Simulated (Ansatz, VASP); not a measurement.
## One calculation of Si2Ni, two programs

Contents of INCAR:

```
SYSTEM = Si2Ni
PREC     = Accurate       ! precision mode
ENCUT    = 520            ! plane-wave cutoff, eV
EDIFF    = 1E-7           ! SCF threshold, eV
ISMEAR   = -1             ! smearing method
SIGMA    = 0.05           ! smearing width, eV
LREAL    = .FALSE.        ! projectors in reciprocal space
LASPH    = .TRUE.         ! aspherical terms in the spheres
NELM     = 120            ! most SCF steps
ALGO     = Normal         ! electronic algorithm
ISIF     = 2              ! what is computed and relaxed
LWAVE    = .FALSE.        ! write WAVECAR
LCHARG   = .FALSE.        ! write CHGCAR
ISPIN    = 2              ! spin polarisation
MAGMOM   = 1 0 0          ! initial moments
LORBIT   = 11             ! projections on sites
LMAXMIX  = 4              ! l up to which the mixer works
GGA      = PS             ! functional
NBANDS   = 20             ! bands
```

Contents of KPOINTS:

```
Automatic mesh
0
G
  9 9 9
  0 0 0
```

File POSCAR:

```
Si2Ni
1.0
    0.0000000000      2.6848585138      2.6848585138
    2.6848585138      0.0000000000      2.6848585138
    2.6848585138      2.6848585138      0.0000000000
Ni Si
1 2
Direct
    0.0000000000      0.0000000000      0.0000000000
    0.7500000000      0.7500000000      0.7500000000
    0.2500000000      0.2500000000      0.2500000000
```

The input input.yaml:

```yaml
crystal:
  lattice:
    - [0.0, 2.6848585138, 2.6848585138]
    - [2.6848585138, 0.0, 2.6848585138]
    - [2.6848585138, 2.6848585138, 0.0]
  atoms:
    - { symbol: Ni, position: [0.0, 0.0, 0.0], spin: 1.0 }
    - { symbol: Si, position: [0.75, 0.75, 0.75] }
    - { symbol: Si, position: [0.25, 0.25, 0.25] }
hamiltonian:
  xc: pbesol
  pseudopotentials: { kind: paw }
magnetization:
  spin_polarized: true
kpoints:
  mp_grid: { grid: [9, 9, 9] }
scf:
  occupations: { method: fermi_dirac, width: 0.05 }
output:
  forces: true
  stress: true
  eigenvalues: true
  write_density: true
  write_potential: true
  elf: true
  volumetric_format: npy
```

Change from the starting cell: volume scaled by 0.98.

Alike in both runs: task single point; functional PBEsol; k mesh 9 × 9 × 9; occupations fermi-dirac, width 0.05 eV; collinear spin, ferromagnetic start.

|  | VASP | Ansatz |
| --- | --- | --- |
| version | VASP 6.6.1 | Ansatz 0.2.0 |
| potentials or method | VASP PAW PBE potentials, release 64 (Ni, Si) | Ansatz PAW |
| plane-wave cutoff (eV) | 520 | 420 |
| valence electrons in the cell | 18 | 26 |

Ansatz gave:

```
gap on the k mesh at the Fermi level (eV) : none
pressure (GPa)                            : 2.3
net moment per atom (μB)                  : 0.00
```

Problem. Which values does VASP return?

Solution. gap on the k mesh at the Fermi level (eV): none; pressure (GPa): 2.4; net moment per atom (μB): 0.00.

A gap of «none» marks a metal or a gap that the smearing closes. The two sets of potentials don't hold the same shells in valence.

Caveats: the PAW data sets were made with another functional, which shifts forces and pressure a little (VASP); the PAW data sets come from PBE, with cores solved anew for the run's functional, which leaves a small shift of forces and pressure (Ansatz); the starting moments weren't kept (Ansatz).
